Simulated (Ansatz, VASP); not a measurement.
## Al: VASP beside Ansatz

Contents of INCAR:

```
  PREC = Accurate
  ENCUT = 520
  EDIFF = 1E-6
  ISMEAR = 0
  SIGMA = 0.15
  LREAL = F
  LASPH = T
  NELM = 80
  ALGO = Normal
  ISIF = 2
  LWAVE = F
  LCHARG = F
  GGA = PS
  NBANDS = 8
```

File KPOINTS:

```
Automatic mesh
0
Gamma
  20 20 20
```

Contents of POSCAR:

```
Al
1.0
    0.0000000000      2.0543397000      2.0239800000
    2.0543397000      0.0000000000      2.0239800000
    2.0543397000      2.0543397000      0.0000000000
Al
1
Direct
    0.0000000000      0.0000000000      0.0000000000
```

Input for Ansatz:

```yaml
crystal:
  lattice:
    - [0.0, 2.0543397, 2.02398]
    - [2.0543397, 0.0, 2.02398]
    - [2.0543397, 2.0543397, 0.0]
  atoms:
    - { symbol: Al, position: [0.0, 0.0, 0.0] }
basis:
  ecutwfc: 420
kpoints:
  mp_grid: { grid: [20, 20, 20] }
hamiltonian:
  xc: pbesol
scf:
  occupations: { method: gaussian, width: 0.15 }
output:
  forces: true
  stress: true
  eigenvalues: true
```

Change from the starting cell: strain +0.015 along x and y, +0.000 along z, atoms carried along.

Alike in both runs: task single point; functional PBEsol; k mesh 20 × 20 × 20; occupations gaussian, width 0.15 eV; no spin polarisation.

|  | VASP | Ansatz |
| --- | --- | --- |
| version | VASP 6.6.1 | Ansatz 0.2.0 |
| potentials or method | VASP PAW PBE potentials, release 64 (Al) | scalar-relativistic, plane waves, PAW |
| plane-wave cutoff (eV) | 520 | 420 |
| valence electrons in the cell | 3 | 3 |

|  | VASP | Ansatz | Ansatz less VASP |
| --- | --- | --- | --- |
| gap on the k mesh at the Fermi level (eV) | none | none | - |
| pressure (GPa) | -3.9 | -3.9 | -0.04 |

A gap of «none» marks a metal or a gap that the smearing closes. With one functional, cell and mesh, what is left measures potentials, basis and numerics.

Caveats: the PAW data sets were made with another functional, which shifts forces and pressure a little (VASP).
